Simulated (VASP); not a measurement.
# NaI (I4/mmm) in VASP: single point with PBE

Aim: the single point of NaI with PBE.

Everything below comes from runs of VASP 6.6.1. Logs are shortened: lines on timing, memory, paths and dates and some standing lists are left out, and cuts for length are marked.

## (1) The cell of the first run

It takes space group I4/mmm (No. 139, tetragonal). Conventional cell: a = 4.476 Å, b = 4.476 Å, c = 6.524 Å, α = 90.00°, β = 90.00°, γ = 90.00°. Na (site symmetry 4/mmm) is surrounded by 6 I at 3.17 to 3.26 Å. I (site symmetry 4/mmm) is surrounded by 6 Na at 3.17 to 3.26 Å.

The cell was built by a generator and needn't be a form met in nature.

## (2) Single point, PBE (epitaxial_xy strain -2.0%)

INCAR

```
PREC = Accurate ; ENCUT = 520
EDIFF = 1E-6 ; ISMEAR = -1
SIGMA = 0.02 ; LREAL = F
LASPH = T ; NELM = 100
ALGO = Normal ; ISIF = 2
LWAVE = F ; LCHARG = T
GGA = PE ; LELF = T
LVHAR = T ; NBANDS = 14
```

KPOINTS

```
Automatic mesh
0
Gamma
  8 8 8
```

POSCAR

```
NaI
1.0
    0.0000000000      3.1651261013      3.2620177166
    3.1651261013      0.0000000000      3.2620177166
    3.1651261013      3.1651261013      0.0000000000
Na I
1 1
Direct
    0.0000000000      0.0000000000      0.0000000000
    0.5000000000      0.5000000000      0.5000000000
```

Potentials or basis: VASP PAW PBE potentials, release 64 (Na_pv, I).

Launch:

```console
$ cat potpaw_PBE.64/Na_pv/POTCAR potpaw_PBE.64/I/POTCAR > POTCAR
$ mpirun -np 1 vasp_std > vasp.out
```

OUTCAR:

```text
PREC = Accurate
   ENCUT = 520
   EDIFF = 1E-6
   ISMEAR = -1
   LREAL = F
   LASPH = T
   NELM = 100
   ISIF = 2
   GGA = PE

 ion  position               nearest neighbor table
   1  0.000  0.000  0.000-   2 3.17   2 3.17   2 3.17   2 3.17
   2  0.500  0.500  0.500-   1 3.17   1 3.17   1 3.17   1 3.17

  LATTYP: Found a body centered tetragonal cell.
 ALAT       =     4.4761642591
 C/A-ratio  =     1.4575058143

  Lattice vectors:

 A1 = (  -3.1651261013,   0.0000000000,   3.2620177166)
 A2 = (   3.1651261013,   0.0000000000,   3.2620177166)
 A3 = (   0.0000000000,   3.1651261013,  -3.2620177166)

Analysis of symmetry for initial positions (statically):
=====================================================================
 Subroutine PRICEL returns:
 Original cell was already a primitive cell.

 Routine SETGRP: Setting up the symmetry group for a
 body centered tetragonal supercell.

 Subroutine GETGRP returns: Found 16 space group operations
 (whereof 16 operations were pure point group operations)
 out of a pool of 16 trial point group operations.

The static configuration has the point symmetry D_4h.

Analysis of symmetry for dynamics (positions and initial velocities):
=====================================================================
 Subroutine PRICEL returns:
 Original cell was already a primitive cell.

 Routine SETGRP: Setting up the symmetry group for a
 body centered tetragonal supercell.

 Subroutine GETGRP returns: Found 16 space group operations
 (whereof 16 operations were pure point group operations)
 out of a pool of 16 trial point group operations.

The dynamic configuration has the point symmetry D_4h.

 Subroutine INISYM returns: Found 16 space group operations
 (whereof 16 operations are pure point group operations),
 and found     1 'primitive' translations

----------------------------------------------------------------------------------------

                                     Primitive cell

  volume of cell :      65.3579

  direct lattice vectors                    reciprocal lattice vectors
     0.000000000  3.165126101  3.262017717    -0.157971589  0.157971589  0.153279364
     3.165126101  0.000000000  3.262017717     0.157971589 -0.157971589  0.153279364
     3.165126101  3.165126101  0.000000000     0.157971589  0.157971589 -0.153279364

  length of vectors
     4.545193375  4.545193375  4.476164259     0.270932850  0.270932850  0.270932850

  position of ions in fractional coordinates (direct lattice)
     0.000000000  0.000000000  0.000000000
     0.500000000  0.500000000  0.500000000

  ion indices of the primitive-cell ions
   primitive index   ion index
                 1           1
                 2           2

----------------------------------------------------------------------------------------

 KPOINTS: Automatic mesh

Automatic generation of k-mesh.
 Grid dimensions read from file:
 generate k-points for:    8    8    8

 Generating k-lattice:

  Cartesian coordinates                     Fractional coordinates (reciprocal lattice)
    -0.019746449  0.019746449  0.019159920     0.125000000 -0.000000000  0.000000000
     0.019746449 -0.019746449  0.019159920    -0.000000000  0.125000000  0.000000000
     0.019746449  0.019746449 -0.019159920     0.000000000  0.000000000  0.125000000

  Length of vectors
     0.033866606  0.033866606  0.033866606

  Shift w.r.t. Gamma in fractional coordinates (k-lattice)
     0.000000000  0.000000000  0.000000000

 Subroutine IBZKPT returns following result:
 ===========================================

 Found     59 irreducible k-points:

 Following reciprocal coordinates:
            Coordinates               Weight
  0.000000  0.000000  0.000000      1.000000
  0.125000  0.000000  0.000000      8.000000
  0.250000  0.000000  0.000000      8.000000
  0.375000  0.000000  0.000000      8.000000
  0.500000  0.000000  0.000000      4.000000
  0.125000  0.125000  0.000000      2.000000
[... 16 lines left out ...]
  0.250000  0.000000  0.125000     16.000000
  0.375000  0.000000  0.125000     16.000000
 [... further k-points ...]
   k-points           NKPTS =     59   k-points in BZ     NKDIM =     59   number of bands    NBANDS=     14
   number of dos      NEDOS =    301   number of ions     NIONS =      2
   total plane-waves  NPLWV =  46656
   dimension x,y,z NGX =    36 NGY =   36 NGZ =   36
   dimension x,y,z NGXF=    72 NGYF=   72 NGZF=   72
   ions per type =               1   1
   NGX,Y,Z   is equivalent  to a cutoff of  13.17, 13.17, 13.37 a.u.
   NGXF,Y,Z  is equivalent  to a cutoff of  26.33, 26.33, 26.74 a.u.
 SYSTEM =  unknown system
   PREC   = accura    normal or accurate (medium, high low for compatibility)
   ISTART =      0    job   : 0-new  1-cont  2-samecut
   ICHARG =      2    charge: 1-file 2-atom 10-const
   ISPIN  =      1    spin polarized calculation?
   LNONCOLLINEAR =      F non collinear calculations
   LSORBIT =      F    spin-orbit coupling
   LASPH  =      T    aspherical Exc in radial PAW
   ENCUT  =  520.0 eV  38.22 Ry    6.18 a.u.   8.45  8.45  8.32*2*pi/ulx,y,z
   NELM   =    100;   NELMIN=  2; NELMDL= -5     # of ELM steps
   EDIFF  = 0.1E-05   stopping-criterion for ELM
   LREAL  =      F    real-space projection
   EDIFFG = 0.1E-04   stopping-criterion for IOM
   NSW    =      0    number of steps for IOM
   IBRION =     -1    ionic relax: 0-MD 1-quasi-New 2-CG
   NFREE  =      0    steps in history (QN), initial steepest desc. (CG)
   ISIF   =      2    stress and relaxation
   ISYM   =      2    0-nonsym 1-usesym 2-fastsym
   POTIM  = 0.5000    time-step for ionic-motion
   TEBEG  =    0.0;   TEEND  =   0.0 temperature during run
   PSTRESS=    0.0 pullay stress
   NELECT =      14.0000    total number of electrons
   NUPDOWN=      -1.0000    fix difference up-down
   EMIN   =  10.00;   EMAX   =-10.00  energy-range for DOS
   EFERMI =   0.00;   METHOD = LEGACY
   ISMEAR =    -1;   SIGMA  =   0.02  broadening in eV -4-tet -1-fermi 0-gaus
   EFERMI_NEDOS =   21; number of points for ismear=-14 and -15
   IALGO  =     38    algorithm
   IMIX   =      4    mixing-type and parameters
     AMIX     =   0.40;   BMIX     =  1.00
     AMIX_MAG =   1.60;   BMIX_MAG =  1.00
  volume/ion in A,a.u.               =      32.68       220.53
  Fermi-wavevector in a.u.,A,eV,Ry     =   0.979531  1.851045 13.054524  0.959480
  Thomas-Fermi vector in A             =   2.110391
   LORBIT       =      0    0 simple, 1 ext, 2 COOP (PROOUT), +10 PAW based schemes
   GGA     = PE    functional components
   LHFCALC =     F    Hartree Fock is set to
   AEXX    =    0.0000 exact exchange contribution
   IVDW    =     0    specifies the selected vdW correction
   LEPSILON=     F    determine dielectric tensor
   LRPA    =     F    only Hartree local field effects (RPA)
 non-spin polarized calculation
  energy-cutoff  :      520.00
  volume of cell :       65.36
 maximum number of plane-waves:      1793
 NGX is ok and might be reduce to    36
   NGX = 17   NGY = 17   NGZ = 17

 number of electron      14.0000003 magnetization

 Free energy of the ion-electron system (eV)
  ---------------------------------------------------
  ext. energy  EPLUGINS =         0.00000000
  ---------------------------------------------------
  free energy    TOTEN  =        -5.36959467 eV

  energy without entropy =       -5.36959467  energy(sigma->0) =       -5.36959467

 E-fermi :   1.4670     XC(G=0):  -7.8523

 val. band max:        1.0871307756   @ k =   0.0000   0.0000   0.0000
 cond. band min:       4.8098679378   @ k =   0.0000   0.0000   0.0000
 fundamental gap:      3.7227371621
 Fermi energy:         1.4670130422

 k-point     1 :       0.0000    0.0000    0.0000
  band No.  band energies     occupation
      1     -21.3324      2.00000
      2     -21.3302      2.00000
      3     -21.3302      2.00000
      4     -10.0494      2.00000
      5       1.0557      2.00000
      6       1.0557      2.00000
      7       1.0871      2.00000
      8       4.8099      0.00000
      9       8.8642      0.00000
     10       9.0675      0.00000
     11       9.0675      0.00000
     12      10.6972      0.00000
     13      11.0475      0.00000
     14      11.5307      0.00000

 k-point     2 :       0.1250    0.0000    0.0000
  band No.  band energies     occupation
      1     -21.3328      2.00000
      2     -21.3308      2.00000
      3     -21.3302      2.00000
      4     -10.0016      2.00000
      5       0.5762      2.00000
      6       1.0139      2.00000
      7       1.0227      2.00000
      8       5.3459      0.00000
      9       8.6316      0.00000
     10       9.0828      0.00000
     11       9.2357      0.00000
     12      10.3199      0.00000
     13      10.5838      0.00000
     14      12.1125      0.00000

 k-point     3 :       0.2500    0.0000    0.0000
  band No.  band energies     occupation
      1     -21.3344      2.00000
      2     -21.3317      2.00000
      3     -21.3303      2.00000
      4      -9.8814      2.00000
      5      -0.3034      2.00000
      6       0.8966      2.00000
      7       0.9174      2.00000
      8       6.0859      0.00000
      9       8.6424      0.00000
     10       8.9479      0.00000
     11       9.1889      0.00000
     12      10.6357      0.00000
     13      10.6984      0.00000
     14      11.6246      0.00000

 k-point     4 :       0.3750    0.0000    0.0000
  band No.  band energies     occupation
      1     -21.3365      2.00000
      2     -21.3321      2.00000
      3     -21.3303      2.00000
      4      -9.7535      2.00000
      5      -0.9929      2.00000
      6       0.7792      2.00000
      7       0.8266      2.00000
      8       6.2058      0.00000
      9       8.5722      0.00000
     10       8.8169      0.00000
     11       9.5916      0.00000
     12      11.2609      0.00000
     13      11.8856      0.00000
     14      11.9451      0.00000

 k-point     5 :       0.5000    0.0000    0.0000
  band No.  band energies     occupation
      1     -21.3374      2.00000
      2     -21.3322      2.00000
      3     -21.3304      2.00000
      4      -9.6980      2.00000
      5      -1.2482      2.00000
      6       0.7328      2.00000
      7       0.7904      2.00000
      8       6.1667      0.00000
      9       8.4323      0.00000
     10       8.6652      0.00000
     11      10.0727      0.00000
[... 276 lines left out ...]
 k-point    22 :       0.1250    0.0000    0.1250
  band No.  band energies     occupation
      1     -21.3327      2.00000
      2     -21.3310      2.00000
      3     -21.3305      2.00000
      4      -9.9843      2.00000
      5       0.5558      2.00000
      6       0.9038      2.00000
      7       0.9545      2.00000
      8       5.5423      0.00000
      9       8.3343      0.00000
     10       9.2863      0.00000
     11       9.3962      0.00000
     12       9.7521      0.00000
     13      10.9670      0.00000
     14      12.7046      0.00000

 k-point    23 :       0.2500    0.0000    0.1250
  band No.  band energies     occupation
      1     -21.3336      2.00000
      2     -21.3320      2.00000
      3     -21.3306      2.00000
      4      -9.8881      2.00000
      5      -0.0970      2.00000
      6       0.7818      2.00000
      7       0.8290      2.00000
      8       6.2718      0.00000
      9       8.0110      0.00000
     10       8.8719      0.00000
     11       9.5107      0.00000
     12      10.1148      0.00000
     13      11.2127      0.00000
     14      12.6427      0.00000

 k-point    24 :       0.3750    0.0000    0.1250
  band No.  band energies     occupation
      1     -21.3356      2.00000
      2     -21.3324      2.00000
      3     -21.3307      2.00000
      4      -9.7634      2.00000
      5      -0.7732      2.00000
      6       0.6639      2.00000
      7       0.6836      2.00000
      8       6.5777      0.00000
      9       8.2561      0.00000
     10       8.6917      0.00000
     11       9.1622      0.00000
     12      11.2324      0.00000
     13      12.2908      0.00000
     14      12.3569      0.00000

 [... further k-points ...]
[... 5 lines left out ...]
  --------------------------------------------------------------------------------------
  -------------------------------------------------------------------------------------
  Total        0.5991211      0.5991211      0.2304570      0.0000000      0.0000000     -0.0000000
  in kB       14.6867879     14.6867879      5.6493967      0.0000000      0.0000000     -0.0000000
  external PRESSURE =      11.6743241 kB  Pullay stress =       0.0000000 kB

 VOLUME and BASIS-vectors are now :
 -----------------------------------------------------------------------------
  energy-cutoff  :      520.00
  volume of cell :       65.36
      direct lattice vectors                 reciprocal lattice vectors
     0.000000000  3.165126101  3.262017717    -0.157971589  0.157971589  0.153279364
     3.165126101  0.000000000  3.262017717     0.157971589 -0.157971589  0.153279364
     3.165126101  3.165126101  0.000000000     0.157971589  0.157971589 -0.153279364

 POSITION                                       TOTAL-FORCE (eV/Angst)
 -----------------------------------------------------------------------------------
      0.00000      0.00000      0.00000         0.000000     -0.000000      0.000000
      3.16513      3.16513      3.26202        -0.000000      0.000000      0.000000
 -----------------------------------------------------------------------------------
    total drift:                                0.000000      0.000000      0.000000

  FREE ENERGIE OF THE ION-ELECTRON SYSTEM (eV)
  ---------------------------------------------------
  free  energy   TOTEN  =        -5.3695946696 eV

  energy  without entropy=       -5.3695946696  energy(sigma->0) =       -5.36959467
```

Wall time 24 s (1 thread of Intel Xeon Platinum 8488C (Sapphire Rapids), shared host); peak memory 0.22 GiB.

Results:

```
Free energy            : -5.3696 eV
Pressure               : 1.2 GPa
Band gap on the k mesh : 3.72 eV, direct
```

Stress tensor (GPa, compression positive):
```
1.47 0.00 0.00
0.00 1.47 0.00
0.00 0.00 0.56
```

Levels at points of the mesh, in eV from the valence-band top:
```tsv
k point	band 5	band 6	band 7	band 8	band 9	band 10
(0.00, 0.00, 0.00)	-0.03	-0.03	0.00	3.72	7.78	7.98
(0.50, 0.00, 0.00)	-2.34	-0.35	-0.30	5.08	7.35	7.58
(0.50, 0.50, 0.00)	-2.05	-0.76	-0.76	4.54	5.52	9.94
(0.50, 0.00, 0.50)	-2.04	-0.90	-0.78	4.49	5.44	10.16
```

Caveat: spin-orbit coupling is left out, which moves the levels of the heavy elements.
